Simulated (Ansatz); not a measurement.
**5 guesses for Ge and where they end**

All numbers below come from DFT PBE, scalar-relativistic, plane waves, PAW in Ansatz. Settings: cutoff 420 eV, Γ-centred meshes spaced at most about 0.3 Å⁻¹, and about 0.25 Å⁻¹ or finer for metals (2π included), Gaussian smearing. No spin polarisation in the final relaxations.

Each guess was relaxed in cell and atoms at zero pressure, within the symmetry of its start. All energies are static (0 K, no zero-point motion). Coordination counts all near atoms (those within 1.25 times the shortest such distance or 1.15 times the sum of covalent radii).

```csv
guess,made from,start group,V start (Å³/atom),end group,V end (Å³/atom),coordination at the end,gap on mesh (eV),E over the lowest end (meV/atom)
1,4-connected net of one element,Cmce,22.4,Cmce,25.4,Ge 4,0,82
2,4-connected net of one element,I4_1/amd,18.4,I4_1/amd,22.2,Ge 4,0,360
3,4-connected net of one element,P-3m1,21.3,?,?,?,?,?
4,4-connected net of one element,P6_3/mmc,21.3,P6_3/mmc,23.9,Ge 4,0,0
5,4-connected net of one element,Ccce,20.3,Fmmm,21.4,Ge 5,0,216
```

Guess 3 as it starts:

```xyz
10
Lattice="3.9167 0.0000 0.0000 -1.9584 3.3920 0.0000 0.0000 0.0000 16.0202" Properties=species:S:1:pos:R:3 pbc="T T T"
Ge    0.0000    2.2613    1.9995
Ge    0.0000    2.2613    8.4131
Ge    1.9584    1.1307   11.6172
Ge    0.0000    0.0000   14.8185
Ge    1.9584    1.1307    5.2043
Ge    0.0000    2.2613   10.8159
Ge    0.0000    0.0000    1.2017
Ge    1.9584    1.1307   14.0207
Ge    0.0000    2.2613    4.4030
Ge    1.9584    1.1307    7.6071
```

Q: Fill in the missing row: what does this guess relax into, and where does it rank?

A: It ends in space group P-3m1 (No. 164), with a = 4.067 Å, c = 16.666 Å, 23.9 Å³/atom and no gap; its coordination is Ge 4. It lies 3 meV/atom over the lowest end, within the noise of guess 4 and below guess 1. Counting all near atoms, this end and the lowest (guess 4) both have Ge 4.

```yaml
crystal:
  lattice:
    - [4.06746, 0.00000, 0.00000]
    - [-2.03373, 3.52253, 0.00000]
    - [0.00000, 0.00000, 16.66561]
  atoms:
    - { symbol: Ge, position: [0.33333, 0.66667, 0.12477] }
    - { symbol: Ge, position: [0.33333, 0.66667, 0.52510] }
    - { symbol: Ge, position: [0.66667, 0.33333, 0.72578] }
    - { symbol: Ge, position: [0.00000, 0.00000, 0.92521] }
    - { symbol: Ge, position: [0.66667, 0.33333, 0.32430] }
    - { symbol: Ge, position: [0.33333, 0.66667, 0.67570] }
    - { symbol: Ge, position: [0.00000, 0.00000, 0.07479] }
    - { symbol: Ge, position: [0.66667, 0.33333, 0.87523] }
    - { symbol: Ge, position: [0.33333, 0.66667, 0.27422] }
    - { symbol: Ge, position: [0.66667, 0.33333, 0.47490] }
```

For metals, differences of a few meV/atom aren't resolved. The zero gap of P6_3/mmc, P-3m1, Cmce may come from the functional, which often closes small gaps. Cells relaxed within their symmetry can be saddle points. The part of the Crystallography Open Database at hand lists Ge in space groups No. 64, 96, 227; sharing a group (Cmce) doesn't make a cell the listed structure. Some structure types and database cells were kept out of the candidates from the start, so a known form may be missing.

The relaxed coordinates of guess 3 describe a tetrahedral stacking polytype: buckled Ge bilayers joined by vertical bonds, with both cubic-like and hexagonal-like sequences. Its near-degeneracy with guess 4, at the same volume per atom, suggests that guess 4 is a related stacking variant. Such polytypes share nearly ideal sp³ bonding and differ mainly in bond torsion and interactions beyond nearest neighbours, so changing the sequence costs little.

Fourfold coordination alone doesn't secure a low energy. The Cmce and I4_1/amd ends are also four-coordinate but lie well higher, the latter even above the five-coordinate Fmmm end. Distorted bond angles, which weaken the directional sp³ overlap, are the probable cause. Density doesn't order the set either, since the most open end and the two densest all lie above the polytypes.

The ranking doesn't make the hexagonal end the ground state of Ge; at ambient pressure that is cubic diamond, the purely cubic stacking of the same bilayers, which none of the five guesses reached.
